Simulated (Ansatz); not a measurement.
## V in Ansatz: convergence with ecutrho ratio

Input of the first run (ecutrho ratio 4); the others differ in this setting and in those tied to it:

input.yaml

```yaml
crystal:
  lattice:
    - [-0.07564863, 2.04812515, 1.85486184]
    - [1.90212924, 0.02633807, 1.75287514]
    - [1.8823854, 1.92639461, 0.04608192]
  atoms:
    - { symbol: V, position: [0.0, 0.0, 0.0], spin: 2.0 }
hamiltonian:
  xc: pbe
  pseudopotentials: { kind: paw }
magnetization:
  spin_polarized: true
kpoints:
  mp_grid: { grid: [8, 9, 9] }
scf:
  occupations: { method: gaussian, width: 0.05 }
output:
  forces: true
  stress: true
  eigenvalues: true
basis:
  ecutrho_ratio: 4
```

Potentials or basis: Ansatz PAW.

Launch:

```bash
$ ansatz run input.yaml --threads 2 --pin off --max-ram 5632MiB --backend cpu --events-out ev --progress --plain --runs-dir out
```

This isn't the form of V at room conditions, which is bcc.

Hardware: 2 threads of Arm Neoverse V1, on a shared host.

| ecutrho ratio | energy less the tightest run, at zero smearing (meV/atom) | SCF cycles | CPU time (s) | peak memory (GiB) |
| --- | --- | --- | --- | --- |
| 4 | 0.00 | 11 | 12 | 0.37 |
| 5 | 0.00 | 11 | 12 | 0.37 |
| 6 | 0.00 | 11 | 12 | 0.37 |
| 8 | 0.00 | 11 | 13 | 0.38 |
| 10 | 0.00 | 11 | 13 | 0.39 |
| 12 | 0.00 | 11 | 13 | 0.4 |

Against the tightest run, the energy stays within 1 meV/atom from 4 on. The tightest run that finished is the yardstick and may itself not be fully converged.

Caveat, for the tightest run too: the starting moments weren't kept.
